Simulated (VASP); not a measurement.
SrCl2 in VASP 6.6.1, single-point calculation

INCAR

```
LASPH = .TRUE.
SIGMA = 0.02
GGA = PS
LWAVE = .FALSE.
NSW = 0
LREAL = .FALSE.
NBANDS = 19
PREC = Accurate
EDIFF = 0.0001
NELM = 120
NELECT = 23.5
ENCUT = 520
ISIF = 2
IBRION = -1
ISMEAR = -1
LCHARG = .FALSE.
```

KPOINTS

```
KPOINTS created by Atomic Simulation Environment
0
Gamma
6 6 6
0 0 0
```

POSCAR

```
Sr Cl
 1.0000000000000000
     0.0000000000000000    3.5501838564999999    3.5501838564999999
     3.5501838564999999    0.0000000000000000    3.5501838564999999
     3.5501838564999999    3.5501838564999999    0.0000000000000000
 Sr  Cl
   1   2
Cartesian
  0.0000000000000000  0.0000000000000000  0.0000000000000000
  1.7750919282500000  1.7750919282500000  1.7750919282500000
  5.3252757847499996  5.3252757847499996  5.3252757847499996
```

The recommended PBE PAW datasets give the neutral cell 24 valence electrons.

Command

```
mpirun -np 1 vasp_std
```

OSZICAR

```
N       E                     dE             d eps       ncg     rms          rms(c)
DAV:   1     0.131161508905E+03    0.13116E+03   -0.10408E+04   608   0.105E+03
DAV:   2    -0.389799647464E+01   -0.13506E+03   -0.13190E+03   812   0.216E+02
DAV:   3    -0.125135545324E+02   -0.86156E+01   -0.85420E+01   754   0.528E+01
DAV:   4    -0.128604173034E+02   -0.34686E+00   -0.34634E+00  1034   0.908E+00
DAV:   5    -0.128638109679E+02   -0.33937E-02   -0.33931E-02   830   0.848E-01    0.121E+01
DAV:   6    -0.129866747946E+02   -0.12286E+00   -0.62641E-02   804   0.195E+00    0.686E+00
DAV:   7    -0.130042541650E+02   -0.17579E-01   -0.17349E-01   828   0.276E+00    0.828E-01
DAV:   8    -0.130049023955E+02   -0.64823E-03   -0.16124E-02   745   0.709E-01    0.308E-01
DAV:   9    -0.130067683434E+02   -0.18659E-02   -0.35414E-03   713   0.308E-01    0.148E-01
DAV:  10    -0.130073317437E+02   -0.56340E-03   -0.22883E-04   721   0.867E-02    0.797E-02
DAV:  11    -0.130075891220E+02   -0.25738E-03   -0.44868E-04   696   0.977E-02    0.265E-02
DAV:  12    -0.130076392093E+02   -0.50087E-04   -0.62096E-05   653   0.412E-02
   1 F= -.13007639E+02 E0= -.13004000E+02  d E =-.727930E-02
```

From OUTCAR

```
k-points           NKPTS =     16   k-points in BZ     NKDIM =     16   number of bands    NBANDS=     19

   NELECT =      23.5000    total number of electrons

   dimension x,y,z NGX =    40 NGY =   40 NGZ =   40
   dimension x,y,z NGXF=    80 NGYF=   80 NGZF=   80

  energy-cutoff  :      520.00
  volume of cell :       89.49
      direct lattice vectors                 reciprocal lattice vectors
     0.000000000  3.550183856  3.550183856    -0.140837776  0.140837776  0.140837776
     3.550183856  0.000000000  3.550183856     0.140837776 -0.140837776  0.140837776
     3.550183856  3.550183856  0.000000000     0.140837776  0.140837776 -0.140837776

 k-points in reciprocal lattice and weights: KPOINTS created by Atomic Simulation Env
   0.00000000  0.00000000  0.00000000       0.005
   0.16666667  0.00000000  0.00000000       0.037
   0.33333333  0.00000000  0.00000000       0.037
   0.50000000  0.00000000  0.00000000       0.019
   0.16666667  0.16666667  0.00000000       0.028
   0.33333333  0.16666667  0.00000000       0.111
   0.50000000  0.16666667  0.00000000       0.111
  -0.33333333  0.16666667  0.00000000       0.111
   ...

 E-fermi :  -0.8005

 k-point     1 :       0.0000    0.0000    0.0000
  band No.  band energies     occupation
      1     -33.0084      2.00000
      2     -15.0118      2.00000
      3     -15.0118      2.00000
      4     -15.0118      2.00000
      5     -13.7294      2.00000
      6     -13.0090      2.00000
      7      -2.4580      2.00000
      8      -2.4580      2.00000
      9      -2.4580      2.00000
     10      -0.8727      1.94735
     11      -0.8727      1.94735
     12      -0.8727      1.94735
     13       4.8850      0.00000
     14       5.9103      0.00000
     15       5.9103      0.00000
     16       8.7043      0.00000
     17       8.7044      0.00000
     18       8.7044      0.00000
     19       8.8014      0.00000

 k-point     2 :       0.1667    0.0000    0.0000
  band No.  band energies     occupation
      1     -33.0078      2.00000
      2     -15.0961      2.00000
      3     -15.0147      2.00000
      4     -15.0147      2.00000
      5     -13.5927      2.00000
      6     -13.0555      2.00000
      7      -2.3666      2.00000
      8      -2.3666      2.00000
      9      -2.2982      2.00000
     10      -1.1455      2.00000
     11      -1.0014      1.99991
     12      -1.0014      1.99991
     13       5.4419      0.00000
     14       6.0969      0.00000
     15       6.0969      0.00000
     16       7.7029      0.00000
     17       8.3476      0.00000
     18       8.3476      0.00000
     19       9.3392      0.00000

 k-point     3 :       0.3333    0.0000    0.0000
  band No.  band energies     occupation
      1     -33.0066      2.00000
      2     -15.2260      2.00000
      3     -15.0204      2.00000
      4     -15.0204      2.00000
      5     -13.4086      2.00000
      6     -13.0911      2.00000
      7      -2.1328      2.00000
      8      -2.1328      2.00000
      9      -1.9944      2.00000
     10      -1.6051      2.00000
     11      -1.2958      2.00000
     12      -1.2958      2.00000
     13       6.4070      0.00000
     14       6.4070      0.00000
     15       6.4549      0.00000
     16       7.5069      0.00000
     17       8.1524      0.00000
     18       8.1524      0.00000
     19       8.6467      0.00000

 ...

  Total       -4.3335790     -4.3335790     -4.3335790      0.0000000      0.0000000     -0.0000000
  in kB      -77.5844656    -77.5844656    -77.5844656      0.0000000      0.0000000     -0.0000000
  external PRESSURE =     -77.5844656 kB  Pullay stress =       0.0000000 kB

 POSITION                                       TOTAL-FORCE (eV/Angst)
 -----------------------------------------------------------------------------------
      0.00000      0.00000      0.00000        -0.000000     -0.000000     -0.000000
      1.77509      1.77509      1.77509        -0.000000     -0.000000      0.000000
      5.32528      5.32528      5.32528         0.000000      0.000000      0.000000
 -----------------------------------------------------------------------------------
    total drift:                               -0.000000     -0.000000      0.000000

  FREE ENERGIE OF THE ION-ELECTRON SYSTEM (eV)
  ---------------------------------------------------
  free  energy   TOTEN  =       -13.0076392093 eV

  energy  without entropy=      -13.0003599077  energy(sigma->0) =      -13.00399956
```

It converged. Results: pressure -7.8 GPa.

The cell is charged and sits in a uniform background.

For comparison, a separate PBE run of the intended cell, on usual settings and not on those above, gives a gap of 5.14 eV on its mesh and a pressure of -0.7 GPa.

The run above took about 33 s on one core of a shared host (Intel Xeon Platinum 8488C) and held 0.23 GiB at most.
